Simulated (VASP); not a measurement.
# Pt (C2/m) in VASP: a series of runs, part 2 of 2

VASP 6.6.1. The steps go on from the part before.

### 4 Single point, PBEsol (band edges of the strained film's bulk)

File INCAR:

```
  PREC = Accurate
  ENCUT = 520
  EDIFF = 1E-7
  ISMEAR = 0
  SIGMA = 0.1
  LREAL = False
  LASPH = True
  NELM = 100
  ALGO = Fast
  ISIF = 2
  LWAVE = False
  LCHARG = False
  GGA = PS
  NBANDS = 11
```

File KPOINTS:

```
Automatic mesh
0
Gamma
  12 12 16
```

File POSCAR:

```
Pt
1.0
    2.8679134176     -0.0000001085      0.0010381571
   -1.4339568027      2.4836860382      0.0000000000
    1.4347422669      0.8283488340      2.1785189548
Pt
1
Direct
    0.0000000000      0.0000000000      0.0000000000
```

Potentials or basis: VASP PAW PBE potentials, release 64 (Pt).

Launch:

```console
$ cat potpaw_PBE.64/Pt/POTCAR > POTCAR
$ mpirun -np 1 vasp_std > vasp.out
```

OUTCAR:

```text
PREC = Accurate
   ENCUT = 520
   EDIFF = 1E-7
   ISMEAR = 0
   LREAL = False
   LASPH = True
   NELM = 100
   ISIF = 2
   GGA = PS

 ion  position               nearest neighbor table
   1  0.000  0.000  0.000-

  LATTYP: Found a base centered monoclinic cell.
 ALAT       =     4.6584684307
 B/A-ratio  =     0.6156344404
 C/A-ratio  =     0.5875095283
 COS(beta)  =    -0.5292052430

  Lattice vectors:

 A1 = (   1.4331711507,  -0.8283489425,  -2.1774807977)
 A2 = (  -0.0007856520,   1.6553370957,  -2.1774807977)
 A3 = (   1.4347422669,   0.8283488340,   2.1785189548)

Analysis of symmetry for initial positions (statically):
=====================================================================
 Subroutine PRICEL returns:
 Original cell was already a primitive cell.

 Routine SETGRP: Setting up the symmetry group for a
 base centered monoclinic supercell.

 Subroutine GETGRP returns: Found  4 space group operations
 (whereof  4 operations were pure point group operations)
 out of a pool of  4 trial point group operations.

The static configuration has the point symmetry C_2h.

Analysis of symmetry for dynamics (positions and initial velocities):
=====================================================================
 Subroutine PRICEL returns:
 Original cell was already a primitive cell.

 Routine SETGRP: Setting up the symmetry group for a
 base centered monoclinic supercell.

 Subroutine GETGRP returns: Found  4 space group operations
 (whereof  4 operations were pure point group operations)
 out of a pool of  4 trial point group operations.

The dynamic configuration has the point symmetry C_2h.

 Subroutine INISYM returns: Found  4 space group operations
 (whereof  4 operations are pure point group operations),
 and found     1 'primitive' translations

----------------------------------------------------------------------------------------

                                     Primitive cell

  volume of cell :      15.5127

  direct lattice vectors                    reciprocal lattice vectors
     2.867913418 -0.000000108  0.001038157     0.348796441  0.201377719 -0.306283309
    -1.433956803  2.483686038  0.000000000     0.000055451  0.402659394 -0.153141655
     1.434742267  0.828348834  2.178518955    -0.000166216 -0.000095965  0.459173407

  length of vectors
     2.867913606  2.867913605  2.736894591     0.505985581  0.430798046  0.459173447

  position of ions in fractional coordinates (direct lattice)
     0.000000000  0.000000000  0.000000000

  ion indices of the primitive-cell ions
   primitive index   ion index
                 1           1

----------------------------------------------------------------------------------------

 KPOINTS: Automatic mesh

Automatic generation of k-mesh.
 Grid dimensions read from file:
 generate k-points for:   12   12   16

 Generating k-lattice:

  Cartesian coordinates                     Fractional coordinates (reciprocal lattice)
     0.029066370  0.016781477 -0.025523609     0.083333333  0.000000000  0.000000000
     0.000004621  0.033554949 -0.012761805    -0.000000000  0.083333333  0.000000000
    -0.000010389 -0.000005998  0.028698338     0.000000000  0.000000000  0.062500000

  Length of vectors
     0.042165465  0.035899837  0.028698340

  Shift w.r.t. Gamma in fractional coordinates (k-lattice)
     0.000000000  0.000000000  0.000000000

 Subroutine IBZKPT returns following result:
 ===========================================

 Found    632 irreducible k-points:

 Following reciprocal coordinates:
            Coordinates               Weight
  0.000000  0.000000  0.000000      1.000000
  0.083333  0.000000 -0.000000      2.000000
  0.166667  0.000000  0.000000      2.000000
  0.250000  0.000000 -0.000000      2.000000
  0.333333  0.000000 -0.000000      2.000000
  0.416667  0.000000  0.000000      2.000000
[... 16 lines left out ...]
  0.166667  0.250000  0.000000      4.000000
  0.250000  0.250000  0.000000      4.000000
 [... further k-points ...]
   k-points           NKPTS =    632   k-points in BZ     NKDIM =    632   number of bands    NBANDS=     11
   number of dos      NEDOS =    301   number of ions     NIONS =      1
   total plane-waves  NPLWV =  11520
   dimension x,y,z NGX =    24 NGY =   24 NGZ =   20
   dimension x,y,z NGXF=    48 NGYF=   48 NGZF=   40
   ions per type =               1
   NGX,Y,Z   is equivalent  to a cutoff of  13.91, 13.91, 12.15 a.u.
   NGXF,Y,Z  is equivalent  to a cutoff of  27.82, 27.82, 24.30 a.u.
 SYSTEM =  unknown system
   PREC   = accura    normal or accurate (medium, high low for compatibility)
   ISTART =      0    job   : 0-new  1-cont  2-samecut
   ICHARG =      2    charge: 1-file 2-atom 10-const
   ISPIN  =      1    spin polarized calculation?
   LNONCOLLINEAR =      F non collinear calculations
   LSORBIT =      F    spin-orbit coupling
   LASPH  =      T    aspherical Exc in radial PAW
   ENCUT  =  520.0 eV  38.22 Ry    6.18 a.u.   5.33  5.33  5.09*2*pi/ulx,y,z
   NELM   =    100;   NELMIN=  2; NELMDL= -5     # of ELM steps
   EDIFF  = 0.1E-06   stopping-criterion for ELM
   LREAL  =      F    real-space projection
   EDIFFG = 0.1E-05   stopping-criterion for IOM
   NSW    =      0    number of steps for IOM
   IBRION =     -1    ionic relax: 0-MD 1-quasi-New 2-CG
   NFREE  =      0    steps in history (QN), initial steepest desc. (CG)
   ISIF   =      2    stress and relaxation
   ISYM   =      2    0-nonsym 1-usesym 2-fastsym
   POTIM  = 0.5000    time-step for ionic-motion
   TEBEG  =    0.0;   TEEND  =   0.0 temperature during run
   PSTRESS=    0.0 pullay stress
   NELECT =      10.0000    total number of electrons
   NUPDOWN=      -1.0000    fix difference up-down
   EMIN   =  10.00;   EMAX   =-10.00  energy-range for DOS
   EFERMI =   0.00;   METHOD = LEGACY
   ISMEAR =     0;   SIGMA  =   0.10  broadening in eV -4-tet -1-fermi 0-gaus
   EFERMI_NEDOS =   21; number of points for ismear=-14 and -15
   IALGO  =     68    algorithm
   IMIX   =      4    mixing-type and parameters
     AMIX     =   0.40;   BMIX     =  1.00
     AMIX_MAG =   1.60;   BMIX_MAG =  1.00
  volume/ion in A,a.u.               =      15.51       104.68
  Fermi-wavevector in a.u.,A,eV,Ry     =   1.414207  2.672463 27.211381  1.999980
  Thomas-Fermi vector in A             =   2.535773
   LORBIT       =      0    0 simple, 1 ext, 2 COOP (PROOUT), +10 PAW based schemes
   GGA     = PS    functional components
   LHFCALC =     F    Hartree Fock is set to
   AEXX    =    0.0000 exact exchange contribution
   IVDW    =     0    specifies the selected vdW correction
   LEPSILON=     F    determine dielectric tensor
   LRPA    =     F    only Hartree local field effects (RPA)
 non-spin polarized calculation
 RMM-DIIS sequential band-by-band and
 Gauss-broadening in eV      SIGMA  =   0.10
  energy-cutoff  :      520.00
  volume of cell :       15.51
 maximum number of plane-waves:       434
 NGX is ok and might be reduce to    24
   NGX = 11   NGY = 11   NGZ = 11

 number of electron      10.0000000 magnetization

 Free energy of the ion-electron system (eV)
  ---------------------------------------------------
  ext. energy  EPLUGINS =         0.00000000
  ---------------------------------------------------
  free energy    TOTEN  =        -6.93166607 eV

  energy without entropy =       -6.92360378  energy(sigma->0) =       -6.92763493

 E-fermi :  10.5570     XC(G=0): -13.4559

 val. band max:       10.5562399248   @ k =  -0.3333   0.1667   0.3125
 cond. band min:      10.5593609420   @ k =   0.2500   0.5000   0.1875
 fundamental gap:      0.0031210172
 Fermi energy:        10.5570202168

 k-point     1 :       0.0000    0.0000    0.0000
  band No.  band energies     occupation
      1       0.5789      2.00000
      2       6.5516      2.00000
      3       6.5550      2.00000
      4       7.5190      2.00000
      5       9.0907      2.00000
      6       9.0979      2.00000
      7      25.1843      0.00000
      8      29.3386      0.00000
      9      29.3439      0.00000
     10      31.7413      0.00000
     11      35.2769      0.00000
[... 309 lines left out ...]
 k-point    24 :       0.2500    0.2500    0.0000
  band No.  band energies     occupation
      1       4.3835      2.00000
      2       5.6146      2.00000
      3       7.1540      2.00000
      4       8.6871      2.00000
      5      10.6801      0.08186
      6      13.4751      0.00000
      7      17.2884      0.00000
      8      24.2550      0.00000
      9      26.5536      0.00000
     10      29.6951      0.00000
     11      35.8614      0.00000

 [... further k-points ...]

------------------------ aborting loop because EDIFF is reached ----------------------------------------

  FORCE on cell =-STRESS in cart. coord.  units (eV):
  Direction    XX          YY          ZZ          XY          YZ          ZX
  --------------------------------------------------------------------------------------
  -------------------------------------------------------------------------------------
  Total       -1.0309137     -1.0355629     -0.0430386      0.0040263      0.0001118      0.0001936
  in kB     -106.4748118   -106.9549905     -4.4451111      0.4158470      0.0115449      0.0199967
  external PRESSURE =     -72.6249711 kB  Pullay stress =       0.0000000 kB

 VOLUME and BASIS-vectors are now :
 -----------------------------------------------------------------------------
  energy-cutoff  :      520.00
  volume of cell :       15.51
      direct lattice vectors                 reciprocal lattice vectors
     2.867913418 -0.000000108  0.001038157     0.348796441  0.201377719 -0.306283309
    -1.433956803  2.483686038  0.000000000     0.000055451  0.402659394 -0.153141655
     1.434742267  0.828348834  2.178518955    -0.000166216 -0.000095965  0.459173407

 POSITION                                       TOTAL-FORCE (eV/Angst)
 -----------------------------------------------------------------------------------
      0.00000      0.00000      0.00000        -0.000000      0.000000      0.000000
 -----------------------------------------------------------------------------------
    total drift:                               -0.000000     -0.000000     -0.000000

  FREE ENERGIE OF THE ION-ELECTRON SYSTEM (eV)
  ---------------------------------------------------
  free  energy   TOTEN  =        -6.9316660723 eV

  energy  without entropy=       -6.9236037830  energy(sigma->0) =       -6.92763493
```

OSZICAR:

```text
N       E                     dE             d eps       ncg     rms          rms(c)
DAV:   1     0.388836635651E+02    0.38884E+02   -0.53547E+03 14195   0.844E+02
DAV:   2    -0.677556648540E+01   -0.45659E+02   -0.43707E+02 15893   0.176E+02
DAV:   3    -0.738748794012E+01   -0.61192E+00   -0.60745E+00 16289   0.193E+01
DAV:   4    -0.738989538594E+01   -0.24074E-02   -0.24073E-02 16042   0.144E+00
DAV:   5    -0.738991477376E+01   -0.19388E-04   -0.19389E-04 16410   0.120E-01    0.123E+01
RMM:   6    -0.697577465568E+01    0.41414E+00   -0.42977E-01 13985   0.550E+00    0.627E+00
RMM:   7    -0.693561510760E+01    0.40160E-01   -0.72268E-02 14643   0.242E+00    0.250E+00
RMM:   8    -0.693211077681E+01    0.35043E-02   -0.91140E-03 14789   0.849E-01    0.695E-01
RMM:   9    -0.693164868932E+01    0.46209E-03   -0.11521E-03 15851   0.291E-01    0.479E-02
RMM:  10    -0.693166518973E+01   -0.16500E-04   -0.15822E-04 16037   0.963E-02    0.499E-02
RMM:  11    -0.693166576150E+01   -0.57177E-06   -0.17169E-05 16945   0.287E-02    0.792E-03
RMM:  12    -0.693166606688E+01   -0.30538E-06   -0.51931E-06 16123   0.165E-02    0.456E-03
RMM:  13    -0.693166614535E+01   -0.78472E-07   -0.12462E-06 15251   0.711E-03    0.451E-03
RMM:  14    -0.693166628120E+01   -0.13585E-06   -0.27793E-07 11192   0.363E-03    0.871E-03
RMM:  15    -0.693166606965E+01    0.21155E-06   -0.15671E-07  9481   0.353E-03    0.121E-03
RMM:  16    -0.693166607234E+01   -0.26909E-08   -0.89937E-09  8030   0.773E-04
   1 F= -.69316661E+01 E0= -.69276349E+01  d E =-.806229E-02
```

Run time: 78 s. Hardware: 1 thread of AMD EPYC 9R45 (Zen 5), shared host; peak memory 0.2 GiB.

Results:

- Free energy: -6.9317 eV
- Pressure: -7.3 GPa
- Band gap on the k mesh: none (metal or under the smearing width)

Stress tensor (GPa, compression positive):
```
-10.65   0.04   0.00
  0.04 -10.70   0.00
  0.00   0.00  -0.44
```

Levels at points of the mesh, in eV from the Fermi level:
| k point | band 3 | band 4 | band 5 | band 6 | band 7 | band 8 |
| --- | --- | --- | --- | --- | --- | --- |
| (0.00, 0.00, 0.00) | -4.00 | -3.04 | -1.47 | -1.46 | 14.63 | 18.78 |
| (0.50, 0.00, 0.00) | -0.09 | 0.39 | 0.62 | 1.81 | 8.61 | 10.38 |
| (0.00, 0.50, 0.00) | -3.09 | -0.61 | -0.28 | 0.18 | 5.34 | 14.44 |
| (0.00, 0.00, 0.50) | -3.80 | 0.23 | 0.24 | 0.24 | 6.65 | 13.70 |
| (0.50, 0.00, 0.50) | -3.09 | -0.62 | -0.28 | 0.18 | 5.33 | 14.44 |
| (0.00, 0.50, 0.50) | -0.09 | 0.39 | 0.62 | 1.79 | 8.60 | 10.38 |

Caveat: the PAW data sets were made with another functional, which shifts forces and pressure a little. The run has no spin-orbit coupling, so splittings on Pt are missing.

### 5 Summary

| cell | gap on the mesh (eV) | pressure (GPa) |
| --- | --- | --- |
| C2/m, 15.51 Å³/atom | none | -7.3 |
| R-3m, 15.46 Å³/atom | none | -6.3 |
| band edges of the strained film's bulk | none | -7.3 |

Alike in all rows: task single point; level PBEsol; potentials or basis VASP PAW PBE potentials, release 64 (Pt); no spin polarisation; k mesh 12 × 12 × 16; cutoff (eV) 520; smearing gaussian 0.1 eV.

Caveats: the PAW data sets were made with another functional, which shifts forces and pressure a little.

Absolute energies hang on the potentials; compare differences alone.
